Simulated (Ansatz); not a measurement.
## Compressing Ti₂C: a fit and a missing row

Ti₂C, R-3m, a = 3.053 Å, c = 14.318 Å. The structure is a Materials Project entry; whether it is the stable form wasn't checked. Ansatz: PBEsol, PAW, 420 eV, Γ-centred 18×18×18 mesh on 3 atoms, Gaussian smearing 0.10 eV; no spin polarisation. Shape and atoms are relaxed at each volume; pressure is positive in compression.

```tsv
V (Å³/atom)	P (GPa)
11.299	?
11.685	16.71
12.070	10.16
12.455	4.63
12.840	-0.02
13.226	-3.94
13.611	-7.22
14.124	-10.72
```

Problem. Take V0 = 12.840 Å³/atom, count pressures from its P0 = -0.02 GPa, fit the third-order Birch–Murnaghan form to the other rows, and predict the missing pressure.

Solution. With the Eulerian strain f = ½[(V0/V)^(2/3) − 1] and y = (P − P0)/[3f(1 + 2f)^(5/2)], the form is the line y = B0 + 1.5 B0 (B0′ − 4) f. Rows (f, y): 0.03243, 147.0; 0.02104, 145.5; 0.01025, 143.7; -0.00978, 140.4; -0.01906, 138.8; -0.03078, 135.8. Means f = 0.0006833, y = 141.87; Σ(Δf)² = 0.003003, ΣΔfΔy = 0.5212; the slope is their ratio. y = 141.7 + 173.6 f GPa, so B0 = 141.7 GPa and B0′ = 4 + 2 × (173.6)/(3 × 141.7) = 4.82. At V = 11.299, f = 0.04449, y = 149.42 and P = 24.66 GPa. The run gave 24.45 GPa, so the fit is 0.21 GPa too high, a small miss on the scale of the series.